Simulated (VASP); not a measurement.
The system is CdTe.

```
Cd Te
1.0
     0.00000    3.24777    3.24777
     3.24777    0.00000    3.24777
     3.24777    3.24777    0.00000
Cd Te
1 1
Cartesian
  0.0000 0.0000 0.0000
  1.6239 1.6239 1.6239
```

The cell was built by a generator and needn't be a form met in nature.

Base run:

| Quantity | Value |
| --- | --- |
| Program | VASP 6.6.1 |
| Functional | PBEsol |
| Potentials or basis | VASP PAW PBE potentials, release 64 (Cd, Te) |
| Cutoff | 520 eV |
| k mesh | 10 × 10 × 10 |
| Occupations | gaussian, width 0.03 eV |
| Spin | no spin polarisation |

Its results: band gap on the k mesh 0.64 eV, direct.

Question: The run is repeated on the same cell with these changes: functional from PBEsol to TB-mBJ. What comes out?

Answer: Band gap on the k mesh 1.80 eV, direct.

Caveats: spin-orbit coupling is left out, which moves the levels of the heavy elements.
